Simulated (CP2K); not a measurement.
Runs of CP2K 2026.2 on BN. Symmetry: F-43m, No. 216, cubic system. Conventional cell: a = 3.626 Å, b = 3.626 Å, c = 3.626 Å, α = 90.00°, β = 90.00°, γ = 90.00°. Around N (site symmetry -43m) lie 4 B at 1.57 Å. Around B (site symmetry -43m) lie 4 N at 1.57 Å. The cell is a database's computed one.

```tsv
task	level	potentials or basis	smearing	NGRIDS	CUTOFF of the grids	points a segment of the path (NPOINTS)	bands added on the path	gap on the mesh (eV)	pressure (GPa)
single point	PBE	POTENTIAL_UZH N GTH-PBE-q5, B GTH-PBE-q3; TZVP-MOLOPT-PBE-GTH basis	gaussian 0.018 eV	5	450 Ry	-	-	4.55	0.6
band structure	r2SCAN	POTENTIAL_UZH N GTH-SCAN-q5, B GTH-SCAN-q3; TZVP-MOLOPT-SCAN-GTH basis	fermi-dirac 0.05 eV	4	675 Ry	10	2	(a)	-4.9
single point	PBE	POTENTIAL_UZH N GTH-PBE-q5, B GTH-PBE-q3; TZVP-MOLOPT-PBE-GTH basis	gaussian 0.015 eV	4	450 Ry	-	-	4.55	0.6
single point	PBE	POTENTIAL_UZH N GTH-PBE-q5, B GTH-PBE-q3; TZVP-MOLOPT-PBE-GTH basis	gaussian 0.014 eV	5	450 Ry	-	-	4.55	0.6
single point	PBE	POTENTIAL_UZH N GTH-PBE-q5, B GTH-PBE-q3; TZVP-MOLOPT-PBE-GTH basis	gaussian 0.013 eV	4	450 Ry	-	-	4.55	0.6
single point	PBE	POTENTIAL_UZH N GTH-PBE-q5, B GTH-PBE-q3; TZVP-MOLOPT-PBE-GTH basis	gaussian 0.016 eV	4	450 Ry	-	-	4.55	0.6
single point	PBE	POTENTIAL_UZH N GTH-PBE-q5, B GTH-PBE-q3; TZVP-MOLOPT-PBE-GTH basis	gaussian 0.017 eV	4	450 Ry	-	-	4.55	0.6
single point	PBE	POTENTIAL_UZH N GTH-PBE-q5, B GTH-PBE-q3; TZVP-MOLOPT-PBE-GTH basis	gaussian 0.02 eV	5	450 Ry	-	-	4.55	0.6
```

Alike in all rows: no spin polarisation; cell as given; k mesh 13 × 13 × 13.

Q: Estimate the missing entries.

A: (a) 5.06.

Caveats: the basis of atomic orbitals isn't converged, which shifts pressures, moduli and gaps; an odd mesh through Γ misses points on the zone boundary, where band edges often lie (some runs).
